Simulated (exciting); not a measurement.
Set up this calculation in exciting (release sodium), as the native input.

| Property | Result |
| --- | --- |
| Task | single point |
| Functional | PBEsol |
| Potentials or basis | all-electron LAPW+lo, shipped species files, valence relativity iora* |
| rgkmax | 9 |
| k mesh | 10 × 10 × 5 |
| Occupations | fermi-dirac, width 0.05 eV |
| Spin | no spin polarisation |
| gmaxvr (cutoff of density and potential) | 14 1/bohr |
| lmaxapw (and lmaxmat) | 10 |
| lmaxvr | 8 |
| nempty | 18 |
| Valence relativity | iora* |
| epsengy | 1e-05 Ha |
| epspot | 1e-05 Ha |
| maxscl | 60 |
| Muffin-tin radii | Hf 2.3 bohr |

Hf:

```xyz
2
Lattice="3.1967 0.0000 0.0000 -1.5983 2.7684 0.0000 0.0000 0.0000 5.0578" Properties=species:S:1:pos:R:3 pbc="T T T"
Hf    1.5984    0.9228    3.7934
Hf    0.0000    1.8456    1.2645
```

One way to write it, as run:

input.xml

```xml
<input>
  <title>Hf</title>
  <structure speciespath="./" tshift="false">
    <crystal scale="1">
      <basevect>6.040887502591 0.000000000000 0.000000000000</basevect>
      <basevect>-3.020443751296 5.231562038690 0.000000000000</basevect>
      <basevect>0.000000000000 0.000000000000 9.557856793132</basevect>
    </crystal>
    <species speciesfile="Hf.xml" rmt="2.3">
      <atom coord="0.666666666700 0.333333333300 0.750000000000"/>
      <atom coord="0.333333333300 0.666666666700 0.250000000000"/>
    </species>
  </structure>
  <groundstate do="fromscratch" ngridk="10 10 5" rgkmax="9" gmaxvr="14" lmaxapw="10" lmaxmat="10" lmaxvr="8" xctype="GGA_PBE_SOL" stype="Fermi Dirac" swidth="0.00183747" nempty="18" ValenceRelativity="iora*" epsengy="1e-05" epspot="1e-05" maxscl="60" tforce="true" outputlevel="normal"/>
  <properties>
    <chargedensityplot>
      <plot3d>
        <box grid="16 16 26">
          <origin coord="0 0 0"/>
          <point coord="1 0 0"/>
          <point coord="0 1 0"/>
          <point coord="0 0 1"/>
        </box>
      </plot3d>
    </chargedensityplot>
    <elfplot>
      <plot3d>
        <box grid="16 16 26">
          <origin coord="0 0 0"/>
          <point coord="1 0 0"/>
          <point coord="0 1 0"/>
          <point coord="0 0 1"/>
        </box>
      </plot3d>
    </elfplot>
    <exccplot>
      <plot3d>
        <box grid="16 16 26">
          <origin coord="0 0 0"/>
          <point coord="1 0 0"/>
          <point coord="0 1 0"/>
          <point coord="0 0 1"/>
        </box>
      </plot3d>
    </exccplot>
  </properties>
</input>
```

Potentials or basis: all-electron LAPW+lo, shipped species files, valence relativity iora*.

The run is started by

```bash
$ OMP_NUM_THREADS=1 exciting_smp
```

It gave:

The band gap on the k mesh is none (metal or under the smearing width). The all electrons inside the program's atomic spheres are Hf 69.15 (radii Hf 2.3 bohr).

Caveat: the log's total energy holds no entropy term; the free energy is that total less TS from the occupations.

It took 5.2 min on 1 thread of Intel(R) Xeon(R) Processor @ 2.50GHz (Skylake/Cascade Lake) (shared host), peak memory 0.14 GiB.
